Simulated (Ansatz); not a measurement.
# Relaxing Mo

These are results of DFT PBE, scalar-relativistic, plane waves, PAW (Ansatz 0.2.0), not measurements. Cutoff 420 eV, Γ-centred k mesh, Gaussian smearing, no spin polarisation in the final step.

Mo was placed on the omega structure type (P6/mmm, No. 191), at a guessed volume.

```
Mo
1.0
     4.70773    0.00000    0.00000
    -2.35386    4.07701    0.00000
     0.00000    0.00000    2.88604
Mo
3
Direct
  0.00000 0.00000 0.00000
  0.33333 0.66667 0.50000
  0.66667 0.33333 0.50000
```

Cell and atoms relax at zero pressure; the relaxation can't lower the symmetry of the start. After a coarse first stage the cell is made exact in the group found at 0.06 Å.

Energies count from the standard state of Mo at the same level.

**Question.** What does it relax into?

**Answer.** It keeps P6/mmm (No. 191). The result has the omega structure. Conventional cell: a = 4.670 Å, c = 2.559 Å. Mo on Wyckoff site a (1 atom of the primitive cell) has 2 Mo at 2.56 Å and 12 Mo at 2.98 Å; around Mo on Wyckoff site d (2 atoms of the primitive cell) lie 5 Mo at 2.56–2.70 Å and 6 Mo at 2.98 Å.

```
Mo
1.0
     4.66999    0.00000    0.00000
    -2.33499    4.04433    0.00000
     0.00000    0.00000    2.55914
Mo
3
Cartesian
  0.0000 0.0000 0.0000
  0.0000 2.6962 1.2796
  2.3350 1.3481 1.2796
```

**Question.** What are its volume, energy, density and gap?

**Answer.** The volume per atom is 16.11 Å³. The density is 9.89 g/cm³ and the energy over the standard structure is 0.41 eV/atom. The gap on the 12×12×18 mesh is 0 eV (a metal).

The final run used a 12×12×18 mesh on its 3-atom cell and 0.10 eV smearing. For metals, differences of a few meV/atom aren't resolved. Symmetry constrained the relaxation, so the result can be a saddle point.

This form isn't the element's structure at ambient conditions.